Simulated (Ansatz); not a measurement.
Se:

```
Se
1.0
     1.39427   -4.03900    0.00000
     1.39427    4.03900    0.00000
     0.00000    0.00000    4.61343
Se
2
Cartesian
  1.3943 3.5192 1.1534
  1.3943 -3.5192 3.4601
```

This isn't the form of Se at room conditions, which is trigonal, of chains.

| Quantity | Value |
| --- | --- |
| Program | Ansatz 0.2.0 |
| Task | relaxation of cell and atoms |
| Functional | PBE |
| Dispersion | D3(BJ) |
| Potentials or basis | Ansatz PAW |
| Cutoff | 420 eV (not typed: the program's choice for these potentials) |
| k mesh | 10 × 10 × 6 |
| Occupations | fermi-dirac, width 0.05 eV |
| Spin | no spin polarisation |

At the start: volume 25.98 Å³/atom.

Question: Where does the relaxation end?

Answer: It ends after 6 steps and the volume is 24.39 Å³/atom (-6.1 %); space group Cmcm (No. 63, to 0.05 Å).

The path:
```csv
step,energy change (eV),largest force (eV/Å),volume (Å³)
1,0.0000,0.0151,51.96
2,-0.0146,0.0663,50.03
3,-0.0187,0.0223,48.49
4,-0.0191,0.0007,48.82
5,-0.0192,0.0004,48.78
6,-0.0190,0.0004,48.78
```

Final structure:
```
Se
1.0
     1.37905   -3.80720    0.00000
     1.37905    3.80720    0.00000
     0.00000    0.00000    4.64508
Se
2
Cartesian
  1.3790 3.2968 1.1613
  1.3790 -3.2968 3.4838
```

Caveat: the plane-wave basis is chosen anew once the cell has moved, so the energies of steps on either side of that aren't comparable; pairwise dispersion overbinds metals, which lowers pressure and volume.
